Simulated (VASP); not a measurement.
# KF (Pm-3m) in VASP: notebook

The runs below take KF through single point, with PBE, HSE06.

All numbers are computed with VASP 6.6.1; they aren't measurements. Logs are shortened: lines on timing, memory, paths and dates and some standing lists are left out, and cuts for length are marked.

## (1) Starting point

It takes space group Pm-3m (No. 221, cubic). Conventional cell: a = 3.179 Å, b = 3.179 Å, c = 3.179 Å, α = 90.00°, β = 90.00°, γ = 90.00°. Around K (site symmetry m-3m) lie 8 F at 2.75 Å. F (site symmetry m-3m) has 8 K at 2.75 Å as nearest neighbours.

The cell was built by a generator and needn't be a form met in nature.

## (2) Single point, PBE

File INCAR:

```
SYSTEM = KF
PREC     = Accurate       ! precision mode
ENCUT    = 520            ! plane-wave cutoff, eV
EDIFF    = 1E-7           ! SCF threshold, eV
ISMEAR   = 0              ! smearing method
SIGMA    = 0.01           ! smearing width, eV
LREAL    = .False.        ! projectors in reciprocal space
LASPH    = .True.         ! aspherical terms in the spheres
NELM     = 100            ! most SCF steps
ALGO     = Fast           ! electronic algorithm
ISIF     = 2              ! what is computed and relaxed
LWAVE    = .False.        ! write WAVECAR
LCHARG   = .True.         ! write CHGCAR
GGA      = PE             ! functional
LELF     = .True.         ! ELF
LVHAR    = .True.       
NBANDS   = 15             ! bands
```

File KPOINTS:

```
Automatic mesh
0
Gamma
  6 6 6
  0 0 0
```

File POSCAR:

```
KF
1.0
    3.1788706815      0.0000000000      0.0000000000
    0.0000000000      3.1788706815      0.0000000000
    0.0000000000      0.0000000000      3.1788706815
K F
1 1
Direct
    0.0000000000      0.0000000000      0.0000000000
    0.5000000000      0.5000000000      0.5000000000
```

Potentials or basis: VASP PAW PBE potentials, release 64 (K_sv, F).

Launch:

```
$ cat potpaw_PBE.64/K_sv/POTCAR potpaw_PBE.64/F/POTCAR > POTCAR
$ mpirun -np 1 vasp_std > vasp.out
```

OUTCAR:

```text
SYSTEM = KF
   PREC = Accurate
   ENCUT = 520
   EDIFF = 1E-7
   ISMEAR = 0
   LREAL = .False.
   LASPH = .True.
   NELM = 100
   ISIF = 2
   GGA = PE

 ion  position               nearest neighbor table
   1  0.000  0.000  0.000-   2 2.75   2 2.75   2 2.75   2 2.75   2 2.75   2 2.75   2 2.75   2 2.75

   2  0.500  0.500  0.500-   1 2.75   1 2.75   1 2.75   1 2.75   1 2.75   1 2.75   1 2.75   1 2.75

  LATTYP: Found a simple cubic cell.
 ALAT       =     3.1788706815

  Lattice vectors:

 A1 = (   3.1788706815,   0.0000000000,   0.0000000000)
 A2 = (   0.0000000000,   3.1788706815,   0.0000000000)
 A3 = (   0.0000000000,   0.0000000000,   3.1788706815)

Analysis of symmetry for initial positions (statically):
=====================================================================
 Subroutine PRICEL returns:
 Original cell was already a primitive cell.

 Routine SETGRP: Setting up the symmetry group for a
 simple cubic supercell.

 Subroutine GETGRP returns: Found 48 space group operations
 (whereof 48 operations were pure point group operations)
 out of a pool of 48 trial point group operations.

The static configuration has the point symmetry O_h .

Analysis of symmetry for dynamics (positions and initial velocities):
=====================================================================
 Subroutine PRICEL returns:
 Original cell was already a primitive cell.

 Routine SETGRP: Setting up the symmetry group for a
 simple cubic supercell.

 Subroutine GETGRP returns: Found 48 space group operations
 (whereof 48 operations were pure point group operations)
 out of a pool of 48 trial point group operations.

The dynamic configuration has the point symmetry O_h .

 Subroutine INISYM returns: Found 48 space group operations
 (whereof 48 operations are pure point group operations),
 and found     1 'primitive' translations

----------------------------------------------------------------------------------------

                                     Primitive cell

  volume of cell :      32.1232

  direct lattice vectors                    reciprocal lattice vectors
     3.178870681  0.000000000  0.000000000     0.314577125  0.000000000  0.000000000
     0.000000000  3.178870681  0.000000000     0.000000000  0.314577125  0.000000000
     0.000000000  0.000000000  3.178870681     0.000000000  0.000000000  0.314577125

  length of vectors
     3.178870681  3.178870681  3.178870681     0.314577125  0.314577125  0.314577125

  position of ions in fractional coordinates (direct lattice)
     0.000000000  0.000000000  0.000000000
     0.500000000  0.500000000  0.500000000

  ion indices of the primitive-cell ions
   primitive index   ion index
                 1           1
                 2           2

----------------------------------------------------------------------------------------

 KPOINTS: Automatic mesh

Automatic generation of k-mesh.
 Grid dimensions read from file:
 generate k-points for:    6    6    6

 Generating k-lattice:

  Cartesian coordinates                     Fractional coordinates (reciprocal lattice)
     0.052429521  0.000000000  0.000000000     0.166666667  0.000000000  0.000000000
     0.000000000  0.052429521  0.000000000     0.000000000  0.166666667  0.000000000
     0.000000000  0.000000000  0.052429521     0.000000000  0.000000000  0.166666667

  Length of vectors
     0.052429521  0.052429521  0.052429521

  Shift w.r.t. Gamma in fractional coordinates (k-lattice)
     0.000000000  0.000000000  0.000000000

 Subroutine IBZKPT returns following result:
 ===========================================

 Found     20 irreducible k-points:

 Following reciprocal coordinates:
            Coordinates               Weight
  0.000000  0.000000  0.000000      1.000000
  0.166667  0.000000  0.000000      6.000000
  0.333333  0.000000  0.000000      6.000000
  0.500000  0.000000  0.000000      3.000000
  0.166667  0.166667  0.000000     12.000000
  0.333333  0.166667  0.000000     24.000000
[... 12 lines left out ...]
  0.500000  0.500000  0.333333      6.000000
  0.500000  0.500000  0.500000      1.000000
   k-points           NKPTS =     20   k-points in BZ     NKDIM =     20   number of bands    NBANDS=     15
   number of dos      NEDOS =    301   number of ions     NIONS =      2
   total plane-waves  NPLWV =  13824
   dimension x,y,z NGX =    24 NGY =   24 NGZ =   24
   dimension x,y,z NGXF=    48 NGYF=   48 NGZF=   48
   ions per type =               1   1
   NGX,Y,Z   is equivalent  to a cutoff of  12.55, 12.55, 12.55 a.u.
   NGXF,Y,Z  is equivalent  to a cutoff of  25.10, 25.10, 25.10 a.u.
 SYSTEM =  KF
   PREC   = accura    normal or accurate (medium, high low for compatibility)
   ISTART =      0    job   : 0-new  1-cont  2-samecut
   ICHARG =      2    charge: 1-file 2-atom 10-const
   ISPIN  =      1    spin polarized calculation?
   LNONCOLLINEAR =      F non collinear calculations
   LSORBIT =      F    spin-orbit coupling
   LASPH  =      T    aspherical Exc in radial PAW
   ENCUT  =  520.0 eV  38.22 Ry    6.18 a.u.   5.91  5.91  5.91*2*pi/ulx,y,z
   NELM   =    100;   NELMIN=  2; NELMDL= -5     # of ELM steps
   EDIFF  = 0.1E-06   stopping-criterion for ELM
   LREAL  =      F    real-space projection
   EDIFFG = 0.1E-05   stopping-criterion for IOM
   NSW    =      0    number of steps for IOM
   IBRION =     -1    ionic relax: 0-MD 1-quasi-New 2-CG
   NFREE  =      0    steps in history (QN), initial steepest desc. (CG)
   ISIF   =      2    stress and relaxation
   ISYM   =      2    0-nonsym 1-usesym 2-fastsym
   POTIM  = 0.5000    time-step for ionic-motion
   TEBEG  =    0.0;   TEEND  =   0.0 temperature during run
   PSTRESS=    0.0 pullay stress
   NELECT =      16.0000    total number of electrons
   NUPDOWN=      -1.0000    fix difference up-down
   EMIN   =  10.00;   EMAX   =-10.00  energy-range for DOS
   EFERMI =   0.00;   METHOD = LEGACY
   ISMEAR =     0;   SIGMA  =   0.01  broadening in eV -4-tet -1-fermi 0-gaus
   EFERMI_NEDOS =   21; number of points for ismear=-14 and -15
   IALGO  =     68    algorithm
   IMIX   =      4    mixing-type and parameters
     AMIX     =   0.40;   BMIX     =  1.00
     AMIX_MAG =   1.60;   BMIX_MAG =  1.00
  volume/ion in A,a.u.               =      16.06       108.39
  Fermi-wavevector in a.u.,A,eV,Ry     =   1.297703  2.452303 22.912660  1.684033
  Thomas-Fermi vector in A             =   2.429078
   LORBIT       =      0    0 simple, 1 ext, 2 COOP (PROOUT), +10 PAW based schemes
   GGA     = PE    functional components
   LHFCALC =     F    Hartree Fock is set to
   AEXX    =    0.0000 exact exchange contribution
   IVDW    =     0    specifies the selected vdW correction
   LEPSILON=     F    determine dielectric tensor
   LRPA    =     F    only Hartree local field effects (RPA)
 non-spin polarized calculation
 RMM-DIIS sequential band-by-band and
 Gauss-broadening in eV      SIGMA  =   0.01
  energy-cutoff  :      520.00
  volume of cell :       32.12
 maximum number of plane-waves:       912
 NGX is ok and might be reduce to    24
   NGX = 11   NGY = 11   NGZ = 11

 number of electron      15.9999985 magnetization

 Free energy of the ion-electron system (eV)
  ---------------------------------------------------
  ext. energy  EPLUGINS =         0.00000000
  ---------------------------------------------------
  free energy    TOTEN  =        -8.06831881 eV

  energy without entropy =       -8.06831881  energy(sigma->0) =       -8.06831881

 E-fermi :  -1.6519     XC(G=0):  -9.3917

 val. band max:       -1.7933697907   @ k =   0.5000   0.5000   0.0000
 cond. band min:       5.0040747282   @ k =   0.0000   0.0000   0.0000
 fundamental gap:      6.7974445189
 Fermi energy:        -1.6518798518

 k-point     1 :       0.0000    0.0000    0.0000
  band No.  band energies     occupation
      1     -28.6510      2.00000
      2     -20.7581      2.00000
      3     -11.5828      2.00000
      4     -11.5828      2.00000
      5     -11.5828      2.00000
      6      -1.8309      2.00000
      7      -1.8309      2.00000
      8      -1.8309      2.00000
      9       5.0041      0.00000
     10       6.5821      0.00000
     11       6.5821      0.00000
     12      12.4926      0.00000
     13      12.4926      0.00000
     14      12.4926      0.00000
     15      20.2383      0.00000

 k-point     2 :       0.1667    0.0000    0.0000
  band No.  band energies     occupation
      1     -28.6100      2.00000
      2     -20.7713      2.00000
      3     -11.7936      2.00000
      4     -11.5485      2.00000
      5     -11.5485      2.00000
      6      -2.2034      2.00000
      7      -1.8664      2.00000
      8      -1.8664      2.00000
      9       5.7495      0.00000
     10       6.8046      0.00000
     11       7.2740      0.00000
     12      12.0398      0.00000
     13      12.0398      0.00000
     14      12.5818      0.00000
     15      18.4256      0.00000

 k-point     3 :       0.3333    0.0000    0.0000
  band No.  band energies     occupation
      1     -28.5262      2.00000
      2     -20.8016      2.00000
      3     -12.1836      2.00000
      4     -11.4786      2.00000
      5     -11.4786      2.00000
      6      -2.8399      2.00000
      7      -1.9409      2.00000
      8      -1.9409      2.00000
      9       7.2474      0.00000
     10       7.3265      0.00000
     11       8.8755      0.00000
     12      11.3162      0.00000
     13      11.3162      0.00000
     14      12.7690      0.00000
     15      16.4273      0.00000
[... 271 lines left out ...]
 k-point    19 :       0.5000    0.5000    0.3333
  band No.  band energies     occupation
      1     -28.2569      2.00000
      2     -20.5944      2.00000
      3     -12.3278      2.00000
      4     -12.3278      2.00000
      5     -12.0453      2.00000
      6      -2.8234      2.00000
      7      -2.8234      2.00000
      8      -2.7010      2.00000
      9       8.4632      0.00000
     10       9.2320      0.00000
     11       9.2320      0.00000
     12      11.0341      0.00000
     13      14.1589      0.00000
     14      14.1589      0.00000
     15      14.2913      0.00000

 k-point    20 :       0.5000    0.5000    0.5000
  band No.  band energies     occupation
      1     -28.2254      2.00000
      2     -20.5710      2.00000
      3     -12.2624      2.00000
      4     -12.2624      2.00000
      5     -12.2624      2.00000
      6      -2.9619      2.00000
      7      -2.9619      2.00000
      8      -2.9619      2.00000
      9       8.9893      0.00000
     10       8.9893      0.00000
     11       8.9893      0.00000
     12      14.2780      0.00000
     13      14.2780      0.00000
     14      14.2780      0.00000
     15      14.3348      0.00000

------------------------ aborting loop because EDIFF is reached ----------------------------------------

  FORCE on cell =-STRESS in cart. coord.  units (eV):
  Direction    XX          YY          ZZ          XY          YZ          ZX
  --------------------------------------------------------------------------------------
  -------------------------------------------------------------------------------------
  Total        0.6047354      0.6047354      0.6047354     -0.0000000     -0.0000000      0.0000000
  in kB       30.1618100     30.1618100     30.1618100     -0.0000000     -0.0000000      0.0000000
  external PRESSURE =      30.1618100 kB  Pullay stress =       0.0000000 kB

 VOLUME and BASIS-vectors are now :
 -----------------------------------------------------------------------------
  energy-cutoff  :      520.00
  volume of cell :       32.12
      direct lattice vectors                 reciprocal lattice vectors
     3.178870681  0.000000000  0.000000000     0.314577125  0.000000000  0.000000000
     0.000000000  3.178870681  0.000000000     0.000000000  0.314577125  0.000000000
     0.000000000  0.000000000  3.178870681     0.000000000  0.000000000  0.314577125

 POSITION                                       TOTAL-FORCE (eV/Angst)
 -----------------------------------------------------------------------------------
      0.00000      0.00000      0.00000         0.000000      0.000000      0.000000
      1.58944      1.58944      1.58944         0.000000      0.000000      0.000000
 -----------------------------------------------------------------------------------
    total drift:                                0.000000      0.000000     -0.000000

  FREE ENERGIE OF THE ION-ELECTRON SYSTEM (eV)
  ---------------------------------------------------
  free  energy   TOTEN  =        -8.0683188118 eV

  energy  without entropy=       -8.0683188118  energy(sigma->0) =       -8.06831881
```

Run time: 5.5 s. Hardware: 1 thread of Intel Xeon 6975P-C (Granite Rapids), shared host; peak memory 0.13 GiB.

What came out:

```yaml
Free_energy: -8.0683 eV
Pressure: 3.0 GPa
Band_gap_on_the_k_mesh: 6.80 eV, indirect (least direct gap 6.83 eV)
```

Levels at points of the mesh, in eV from the valence-band top:
| k point | band 6 | band 7 | band 8 | band 9 | band 10 | band 11 |
| --- | --- | --- | --- | --- | --- | --- |
| (0.00, 0.00, 0.00) | -0.04 | -0.04 | -0.04 | 6.80 | 8.38 | 8.38 |
| (0.50, 0.00, 0.00) | -1.33 | -0.19 | -0.19 | 9.44 | 9.85 | 11.62 |
| (0.50, 0.50, 0.00) | -0.63 | -0.63 | 0.00 | 8.67 | 9.24 | 12.17 |
| (0.50, 0.50, 0.50) | -1.17 | -1.17 | -1.17 | 10.78 | 10.78 | 10.78 |

## (3) Single point, HSE06

POSCAR is that of step 2.

File INCAR.step1:

```
ALGO     = Normal         # electronic algorithm
EDIFF    = 1E-5           # SCF threshold, eV
ENCUT    = 520            # plane-wave cutoff, eV
GGA      = PE             # functional
ISIF     = 2              # what is computed and relaxed
ISMEAR   = 0              # smearing method
LASPH    = T              # aspherical terms in the spheres
LCHARG   = F              # write CHGCAR
LREAL    = F              # projectors in reciprocal space
LWAVE    = T              # write WAVECAR
NBANDS   = 15             # bands
NELM     = 100            # most SCF steps
PREC     = Accurate       # precision mode
SIGMA    = 0.01           # smearing width, eV
```

File INCAR.step2:

```
ALGO     = Normal         # electronic algorithm
EDIFF    = 1E-7           # SCF threshold, eV
ENCUT    = 520            # plane-wave cutoff, eV
GGA      = PE             # functional
HFSCREEN = 0.2079         # screening, 1/A
ISIF     = 2              # what is computed and relaxed
ISMEAR   = 0              # smearing method
ISTART   = 1            
LASPH    = T              # aspherical terms in the spheres
LCHARG   = F              # write CHGCAR
LHFCALC  = T              # exact exchange
LREAL    = F              # projectors in reciprocal space
LWAVE    = F              # write WAVECAR
NBANDS   = 15             # bands
NELM     = 100            # most SCF steps
PREC     = Accurate       # precision mode
PRECFOCK = Normal       
SIGMA    = 0.01           # smearing width, eV
```

File KPOINTS:

```
k-points
0
Gamma
  4 4 4
```

Potentials or basis: VASP PAW PBE potentials, release 64 (K_sv, F).

Launch:

```
$ cat potpaw_PBE.64/K_sv/POTCAR potpaw_PBE.64/F/POTCAR > POTCAR
$ cp INCAR.step1 INCAR
$ mpirun -np 1 vasp_std > vasp.out
$ cp INCAR.step2 INCAR
$ mpirun -np 1 vasp_std > vasp.out
```

OUTCAR:

```text
EDIFF = 1E-7
   ENCUT = 520
   GGA = PE
   HFSCREEN = 0.2079
   ISIF = 2
   ISMEAR = 0
   ISTART = 1
   LASPH = T
   LHFCALC = T
   LREAL = F
   NELM = 100
   PREC = Accurate
   PRECFOCK = Normal

 ion  position               nearest neighbor table
   1  0.000  0.000  0.000-   2 2.75   2 2.75   2 2.75   2 2.75   2 2.75   2 2.75   2 2.75   2 2.75

   2  0.500  0.500  0.500-   1 2.75   1 2.75   1 2.75   1 2.75   1 2.75   1 2.75   1 2.75   1 2.75

  LATTYP: Found a simple cubic cell.
 ALAT       =     3.1788706815

  Lattice vectors:

 A1 = (   3.1788706815,   0.0000000000,   0.0000000000)
 A2 = (   0.0000000000,   3.1788706815,   0.0000000000)
 A3 = (   0.0000000000,   0.0000000000,   3.1788706815)

Analysis of symmetry for initial positions (statically):
=====================================================================
 Subroutine PRICEL returns:
 Original cell was already a primitive cell.

 Routine SETGRP: Setting up the symmetry group for a
 simple cubic supercell.

[... 171 lines left out ...]
      2     -23.9085      2.00000
      3     -13.3325      2.00000
      4     -13.3325      2.00000
      5     -13.3325      2.00000
      6      -3.4210      2.00000
      7      -3.4210      2.00000
      8      -3.4210      2.00000
      9       5.5084      0.00000
     10       7.2473      0.00000
     11       7.2473      0.00000
     12      13.6207      0.00000
     13      13.6207      0.00000
     14      13.6207      0.00000
[... 149 lines left out ...]
      2     -23.7180      2.00000
      3     -14.0356      2.00000
      4     -14.0356      2.00000
      5     -14.0356      2.00000
      6      -4.5776      2.00000
      7      -4.5776      2.00000
      8      -4.5776      2.00000
      9       9.8118      0.00000
     10       9.8118      0.00000
     11       9.8118      0.00000
     12      14.9620      0.00000
     13      14.9620      0.00000
     14      14.9620      0.00000
     15      15.6238      0.00000

------------------------ aborting loop because EDIFF is reached ----------------------------------------

  FORCE on cell =-STRESS in cart. coord.  units (eV):
  Direction    XX          YY          ZZ          XY          YZ          ZX
  --------------------------------------------------------------------------------------
  -------------------------------------------------------------------------------------
  Total        0.3450354      0.3450354      0.3450354      0.0000000      0.0000000      0.0000000
  in kB       17.2090007     17.2090007     17.2090007      0.0000000      0.0000000      0.0000000
  external PRESSURE =      17.2090007 kB  Pullay stress =       0.0000000 kB

 VOLUME and BASIS-vectors are now :
 -----------------------------------------------------------------------------
  energy-cutoff  :      520.00
  volume of cell :       32.12
      direct lattice vectors                 reciprocal lattice vectors
     3.178870681  0.000000000  0.000000000     0.314577125  0.000000000  0.000000000
     0.000000000  3.178870681  0.000000000     0.000000000  0.314577125  0.000000000
     0.000000000  0.000000000  3.178870681     0.000000000  0.000000000  0.314577125

 POSITION                                       TOTAL-FORCE (eV/Angst)
 -----------------------------------------------------------------------------------
      0.00000      0.00000      0.00000         0.000000      0.000000      0.000000
      1.58944      1.58944      1.58944         0.000000      0.000000      0.000000
 -----------------------------------------------------------------------------------
    total drift:                               -0.000000     -0.000000     -0.000000

  FREE ENERGIE OF THE ION-ELECTRON SYSTEM (eV)
  ---------------------------------------------------
  free  energy   TOTEN  =        -9.7664168623 eV

  energy  without entropy=       -9.7664168623  energy(sigma->0) =       -9.76641686
```

It took 1.8 min on 1 thread of Intel Xeon 6975P-C (Granite Rapids), shared host; peak memory 0.24 GiB.

Results:

- Free energy: -9.7664 eV
- Pressure: 1.7 GPa
- Band gap on the k mesh: 8.90 eV, indirect (least direct gap 8.93 eV)

Levels at points of the mesh, in eV from the valence-band top:
```tsv
k point	band 6	band 7	band 8	band 9	band 10	band 11
(0.00, 0.00, 0.00)	-0.03	-0.03	-0.03	8.90	10.64	10.64
(0.50, 0.00, 0.00)	-1.35	-0.18	-0.18	11.80	12.13	13.86
(0.50, 0.50, 0.00)	-0.64	-0.64	0.00	10.94	11.51	14.69
(0.50, 0.50, 0.50)	-1.19	-1.19	-1.19	13.20	13.20	13.20
```

Caveat: the k mesh is coarse (spacing up to 0.49 Å⁻¹), so the values aren't converged, least of all with exact exchange; the PAW data sets were made with another functional, which shifts forces and pressure a little.
